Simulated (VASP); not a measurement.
Runs of VASP 6.6.1 on ZnSe (Stilleite). Symmetry: F-43m, No. 216, cubic system. The conventional cell has a = 5.668 Å, b = 5.668 Å, c = 5.668 Å, α = 90.00°, β = 90.00°, γ = 90.00°. Around Se (site symmetry -43m) lie 4 Zn at 2.45 Å. Zn (site symmetry -43m) is surrounded by 4 Se at 2.45 Å. 

```tsv
task	level	spin	cell	k mesh	cutoff (eV)	gap on the mesh (eV)	pressure (GPa)	relaxed volume (Å³/atom)
relaxation of cell and atoms	revPBE	off	relaxed	8 × 8 × 8	600	1.15	0.0	24.30
relaxation of cell and atoms	RPBE	off	relaxed	8 × 8 × 8	600	(a)	0.0	24.55
band structure	BLYP	off	as given	8 × 8 × 8	520	(c)	-	-
band structure	revPBE	off	as given	8 × 8 × 8	520	1.41	4.0	-
band structure	PW91	off	as given	8 × 8 × 8	520	1.28	2.3	-
band structure	RPBE	off	as given	8 × 8 × 8	520	1.45	4.6	-
relaxation of cell and atoms	BLYP	off	relaxed	8 × 8 × 8	600	0.88	0.0	(b)
```

Alike in all rows: potentials or basis VASP PAW PBE potentials, release 64 (Se, Zn); smearing fermi-dirac 0.05 eV.

Q: Estimate the missing entries.

A: (a) 1.16; (b) 25.03; (c) 1.27.

Caveats: the PAW data sets were made with another functional, which shifts forces and pressure a little.

A k mesh can miss the band edges, and the runs leave out spin-orbit coupling on Se.

Runs at the PBE level aren't shown here.
